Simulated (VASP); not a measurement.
# Nb (P6_3/mmc) in VASP: notebook

The runs below take Nb through relaxation of cell and atoms, with PBEsol, LDA, PBE, PBE+D3(BJ).

Everything below comes from runs of VASP 6.6.1. Logs are shortened: lines on timing, memory, paths and dates and some standing lists are left out, and cuts for length are marked.

## (1) The structure

Symmetry: P6_3/mmc, No. 194, hexagonal system. Conventional cell: a = 2.942 Å, b = 2.942 Å, c = 4.804 Å, α = 90.00°, β = 90.00°, γ = 120.00°. Nb (site symmetry -6m2) has 12 Nb at 2.94 Å as nearest neighbours.

This isn't the form of Nb at room conditions, which is bcc.

## (2) Relaxation of cell and atoms, PBEsol

INCAR

```
SYSTEM = Nb
ALGO = Normal ; EDIFF = 1E-7
EDIFFG = -0.005 ; ENCUT = 600
GGA = PS ; IBRION = 2
ISIF = 3 ; ISMEAR = 0
LASPH = .True. ; LCHARG = .False.
LREAL = .False. ; LWAVE = .False.
NELM = 60 ; NSW = 90
PREC = Accurate ; SIGMA = 0.1
```

KPOINTS

```
k-points
0
Gamma
  18 18 10
  0 0 0
```

POSCAR

```
Nb
1.0
    2.9416827500      0.0000000000      0.0000000000
   -1.4708413800      2.5475719900      0.0000000000
    0.0000000000      0.0000000000      4.8037679400
Nb
2
Direct
    0.3333333300      0.6666666700      0.2500000000
    0.6666666700      0.3333333300      0.7500000000
```

Potentials or basis: VASP PAW PBE potentials, release 64 (Nb_sv).

Launch:

```sh
cat potpaw_PBE.64/Nb_sv/POTCAR > POTCAR
mpirun -np 1 vasp_std > vasp.out
```

OUTCAR:

```text
SYSTEM = Nb
   EDIFF = 1E-7
   EDIFFG = -0.005
   ENCUT = 600
   GGA = PS
   IBRION = 2
   ISIF = 3
   ISMEAR = 0
   LASPH = .True.
   LREAL = .False.
   NELM = 60
   NSW = 90
   PREC = Accurate

 ion  position               nearest neighbor table
   1  0.333  0.667  0.250-   2 2.94   2 2.94   2 2.94   2 2.94   2 2.94   2 2.94
   2  0.667  0.333  0.750-   1 2.94   1 2.94   1 2.94   1 2.94   1 2.94   1 2.94

  LATTYP: Found a hexagonal cell.
 ALAT       =     2.9416827500
 C/A-ratio  =     1.6330000031

  Lattice vectors:

 A1 = (   2.9416827500,   0.0000000000,   0.0000000000)
 A2 = (  -1.4708413800,   2.5475719900,   0.0000000000)
 A3 = (   0.0000000000,   0.0000000000,   4.8037679400)

Analysis of symmetry for initial positions (statically):
=====================================================================
 Subroutine PRICEL returns:
 Original cell was already a primitive cell.

 Routine SETGRP: Setting up the symmetry group for a
 hexagonal supercell.

 Subroutine GETGRP returns: Found 24 space group operations
 (whereof 12 operations were pure point group operations)
 out of a pool of 24 trial point group operations.

The static configuration has the point symmetry D_3d.
 The point group associated with its full space group is D_6h.

Analysis of symmetry for dynamics (positions and initial velocities):
=====================================================================
 Subroutine PRICEL returns:
 Original cell was already a primitive cell.

 Routine SETGRP: Setting up the symmetry group for a
 hexagonal supercell.

 Subroutine GETGRP returns: Found 24 space group operations
 (whereof 12 operations were pure point group operations)
 out of a pool of 24 trial point group operations.

The dynamic configuration has the point symmetry D_3d.
 The point group associated with its full space group is D_6h.

 Subroutine INISYM returns: Found 24 space group operations
 (whereof 12 operations are pure point group operations),
 and found     1 'primitive' translations

----------------------------------------------------------------------------------------

                                     Primitive cell

  volume of cell :      36.0002

  direct lattice vectors                    reciprocal lattice vectors
     2.941682750  0.000000000  0.000000000     0.339941484  0.196265308  0.000000000
    -1.470841380  2.547571990  0.000000000     0.000000000  0.392530615  0.000000000
     0.000000000  0.000000000  4.803767940     0.000000000  0.000000000  0.208169923

  length of vectors
     2.941682750  2.941682751  4.803767940     0.392530615  0.392530615  0.208169923

  position of ions in fractional coordinates (direct lattice)
     0.333333330  0.666666670  0.250000000
     0.666666670  0.333333330  0.750000000

  ion indices of the primitive-cell ions
   primitive index   ion index
                 1           1
                 2           2

----------------------------------------------------------------------------------------

 KPOINTS: k-points

Automatic generation of k-mesh.
 Grid dimensions read from file:
 generate k-points for:   18   18   10

 Generating k-lattice:

  Cartesian coordinates                     Fractional coordinates (reciprocal lattice)
     0.018885638  0.010903628  0.000000000     0.055555556  0.000000000  0.000000000
     0.000000000  0.021807256  0.000000000     0.000000000  0.055555556  0.000000000
     0.000000000  0.000000000  0.020816992     0.000000000  0.000000000  0.100000000

  Length of vectors
     0.021807256  0.021807256  0.020816992

  Shift w.r.t. Gamma in fractional coordinates (k-lattice)
     0.000000000  0.000000000  0.000000000

 Subroutine IBZKPT returns following result:
 ===========================================

 Found    222 irreducible k-points:

 Following reciprocal coordinates:
            Coordinates               Weight
  0.000000  0.000000  0.000000      1.000000
  0.055556  0.000000  0.000000      6.000000
  0.111111  0.000000  0.000000      6.000000
  0.166667  0.000000  0.000000      6.000000
  0.222222  0.000000  0.000000      6.000000
  0.277778  0.000000  0.000000      6.000000
[... 16 lines left out ...]
  0.333333  0.111111  0.000000     12.000000
  0.388889  0.111111  0.000000     12.000000
 [... further k-points ...]
   k-points           NKPTS =    222   k-points in BZ     NKDIM =    222   number of bands    NBANDS=     17
   number of dos      NEDOS =    301   number of ions     NIONS =      2
   total plane-waves  NPLWV =  23040
   dimension x,y,z NGX =    24 NGY =   24 NGZ =   40
   dimension x,y,z NGXF=    48 NGYF=   48 NGZF=   80
   ions per type =               2
   NGX,Y,Z   is equivalent  to a cutoff of  13.56, 13.56, 13.84 a.u.
   NGXF,Y,Z  is equivalent  to a cutoff of  27.13, 27.13, 27.69 a.u.
 SYSTEM =  Nb
   PREC   = accura    normal or accurate (medium, high low for compatibility)
   ISTART =      0    job   : 0-new  1-cont  2-samecut
   ICHARG =      2    charge: 1-file 2-atom 10-const
   ISPIN  =      1    spin polarized calculation?
   LNONCOLLINEAR =      F non collinear calculations
   LSORBIT =      F    spin-orbit coupling
   LASPH  =      T    aspherical Exc in radial PAW
   ENCUT  =  600.0 eV  44.10 Ry    6.64 a.u.   5.88  5.88  9.59*2*pi/ulx,y,z
   NELM   =     60;   NELMIN=  2; NELMDL= -5     # of ELM steps
   EDIFF  = 0.1E-06   stopping-criterion for ELM
   LREAL  =      F    real-space projection
   EDIFFG = -.5E-02   stopping-criterion for IOM
   NSW    =     90    number of steps for IOM
   IBRION =      2    ionic relax: 0-MD 1-quasi-New 2-CG
   NFREE  =      1    steps in history (QN), initial steepest desc. (CG)
   ISIF   =      3    stress and relaxation
   ISYM   =      2    0-nonsym 1-usesym 2-fastsym
   POTIM  = 0.5000    time-step for ionic-motion
   TEBEG  =    0.0;   TEEND  =   0.0 temperature during run
   PSTRESS=    0.0 pullay stress
   NELECT =      26.0000    total number of electrons
   NUPDOWN=      -1.0000    fix difference up-down
   EMIN   =  10.00;   EMAX   =-10.00  energy-range for DOS
   EFERMI =   0.00;   METHOD = LEGACY
   ISMEAR =     0;   SIGMA  =   0.10  broadening in eV -4-tet -1-fermi 0-gaus
   EFERMI_NEDOS =   21; number of points for ismear=-14 and -15
   IALGO  =     38    algorithm
   IMIX   =      4    mixing-type and parameters
     AMIX     =   0.40;   BMIX     =  1.00
     AMIX_MAG =   1.60;   BMIX_MAG =  1.00
  volume/ion in A,a.u.               =      18.00       121.47
  Fermi-wavevector in a.u.,A,eV,Ry     =   1.468806  2.775641 29.353097  2.157392
  Thomas-Fermi vector in A             =   2.584260
   LORBIT       =      0    0 simple, 1 ext, 2 COOP (PROOUT), +10 PAW based schemes
   GGA     = PS    functional components
   LHFCALC =     F    Hartree Fock is set to
   AEXX    =    0.0000 exact exchange contribution
   IVDW    =     0    specifies the selected vdW correction
   LEPSILON=     F    determine dielectric tensor
   LRPA    =     F    only Hartree local field effects (RPA)
 conjugate gradient relaxation of ions
 non-spin polarized calculation
 Gauss-broadening in eV      SIGMA  =   0.10
  energy-cutoff  :      600.00
  volume of cell :       36.00
 maximum number of plane-waves:      1216
 NGX is ok and might be reduce to    24
   NGX = 11   NGY = 11   NGZ = 19

--------------------------------------- Ionic step        1  -------------------------------------------

 number of electron      26.0000000 magnetization

 Free energy of the ion-electron system (eV)
  ---------------------------------------------------
  ext. energy  EPLUGINS =         0.00000000
  ---------------------------------------------------
  free energy    TOTEN  =       -21.17298415 eV

  energy without entropy =      -21.15726102  energy(sigma->0) =      -21.16512259

------------------------ aborting loop because EDIFF is reached ----------------------------------------

  FORCE on cell =-STRESS in cart. coord.  units (eV):
  Direction    XX          YY          ZZ          XY          YZ          ZX
  --------------------------------------------------------------------------------------
  -------------------------------------------------------------------------------------
  Total       -0.6849381     -0.6849381      1.3211790      0.0000000     -0.0000000      0.0000000
  in kB      -30.4829938    -30.4829937     58.7987266      0.0000001     -0.0000000      0.0000000
  external PRESSURE =      -0.7224203 kB  Pullay stress =       0.0000000 kB
[... 89 lines left out ...]
  FREE ENERGIE OF THE ION-ELECTRON SYSTEM (eV)
  ---------------------------------------------------
  free  energy   TOTEN  =       -21.2018791433 eV

  energy  without entropy=      -21.1875718195  energy(sigma->0) =      -21.19472548

[... ionic steps 4 to 7 ...]

--------------------------------------- Ionic step        8  -------------------------------------------

 number of electron      25.9999999 magnetization

------------------------ aborting loop because EDIFF is reached ----------------------------------------

  FORCE on cell =-STRESS in cart. coord.  units (eV):
  Direction    XX          YY          ZZ          XY          YZ          ZX
  --------------------------------------------------------------------------------------
  -------------------------------------------------------------------------------------
  Total        0.0074571      0.0074571     -0.0132904     -0.0000000     -0.0000000      0.0000000
  in kB        0.3319045      0.3319045     -0.5915388     -0.0000000     -0.0000000      0.0000000
  external PRESSURE =       0.0240901 kB  Pullay stress =       0.0000000 kB
[... 57 lines left out ...]
  energy  without entropy=      -21.2777292839  energy(sigma->0) =      -21.28420830

--------------------------------------- Ionic step       10  -------------------------------------------

 number of electron      25.9999999 magnetization

 Free energy of the ion-electron system (eV)
  ---------------------------------------------------
  ext. energy  EPLUGINS =         0.00000000
  ---------------------------------------------------
  free energy    TOTEN  =       -21.29069076 eV

  energy without entropy =      -21.27775622  energy(sigma->0) =      -21.28422349

 E-fermi :  11.4272     XC(G=0): -12.6169

 val. band max:       11.4265593517   @ k =   0.1111   0.0000   0.5000
 cond. band min:      11.4312069956   @ k =   0.1111   0.0000   0.0000
 fundamental gap:      0.0046476438
 Fermi energy:        11.4271538429

 k-point     1 :       0.0000    0.0000    0.0000
  band No.  band energies     occupation
      1     -43.1932      2.00000
      2     -43.0485      2.00000
      3     -19.7608      2.00000
      4     -18.7148      2.00000
      5     -18.4647      2.00000
      6     -18.4647      2.00000
[... 9 lines left out ...]
     16      12.1965      0.00000
     17      14.0928      0.00000
[... 443 lines left out ...]
      1     -42.9081      2.00000
      2     -42.8608      2.00000
      3     -19.8434      2.00000
      4     -19.7082      2.00000
      5     -19.1773      2.00000
      6     -18.9363      2.00000
[... 9 lines left out ...]
     16      15.4664      0.00000
     17      15.6033      0.00000

 [... further k-points ...]

------------------------ aborting loop because EDIFF is reached ----------------------------------------

  FORCE on cell =-STRESS in cart. coord.  units (eV):
  Direction    XX          YY          ZZ          XY          YZ          ZX
  --------------------------------------------------------------------------------------
  -------------------------------------------------------------------------------------
  Total        0.0019293      0.0019293      0.0051158     -0.0000000      0.0000000     -0.0000000
  in kB        0.0858783      0.0858783      0.2277164     -0.0000000      0.0000000     -0.0000000
  external PRESSURE =       0.1331577 kB  Pullay stress =       0.0000000 kB
[... 17 lines left out ...]
  FREE ENERGIE OF THE ION-ELECTRON SYSTEM (eV)
  ---------------------------------------------------
  free  energy   TOTEN  =       -21.2906907553 eV

  energy  without entropy=      -21.2777562172  energy(sigma->0) =      -21.28422349

 reached required accuracy - stopping structural energy minimisation
```

Wall time 6.9 min (1 thread of Intel Xeon 6975P-C (Granite Rapids), shared host); peak memory 0.27 GiB.

Results:

* Free energy: -21.2907 eV
* Relaxed volume: 18.00 Å³/atom
* Relaxed cell: a = 2.832 Å, b = 2.832 Å, c = 5.181 Å, α = 90.00°, β = 90.00°, γ = 120.00°
* Space group after relaxing (to 0.05 Å): P6_3/mmc (No. 194)
* Energy gained by relaxing: 58.9 meV/atom
* Ionic steps: 10
* Pressure after relaxing: 0.0 GPa
* Band gap on the k mesh: none (metal or under the smearing width)

The path:
```tsv
step	energy change (eV)	largest force (eV/Å)	pressure (GPa)	volume (Å³)
1	0.0000	0.0000	-0.07	36.00
2	-0.0687	0.0000	0.18	35.93
3	-0.0289	0.0000	4.49	35.40
4	-0.1146	0.0000	0.88	35.79
5	-0.1165	0.0000	1.32	35.73
6	-0.1168	0.0000	1.22	35.75
7	-0.1114	0.0000	-2.98	36.65
8	-0.1177	0.0000	0.00	36.00
9	-0.1177	0.0000	0.03	35.99
10	-0.1177	0.0000	0.01	35.99
```

Final structure:
```
CELL_PARAMETERS angstrom
2.83219 0.00000 0.00000
-1.41609 2.45275 0.00000
0.00000 0.00000 5.18149
ATOMIC_POSITIONS crystal
Nb 0.33333 0.66667 0.25000
Nb 0.66667 0.33333 0.75000
```

Levels at points of the mesh, in eV from the Fermi level:
```tsv
k point	band 11	band 12	band 13	band 14	band 15	band 16
(0.00, 0.00, 0.00)	-1.06	0.31	0.31	0.52	0.77	0.77
(0.50, 0.00, 0.00)	-3.43	-0.59	0.33	0.38	0.72	4.64
(0.00, 0.00, 0.50)	-1.31	-1.31	0.37	0.37	0.37	0.37
(0.50, 0.00, 0.50)	-2.53	-2.53	2.18	2.18	2.27	2.27
```

Caveat: the PAW data sets were made with another functional, which shifts forces and pressure a little.

[end of part 1 of 3]
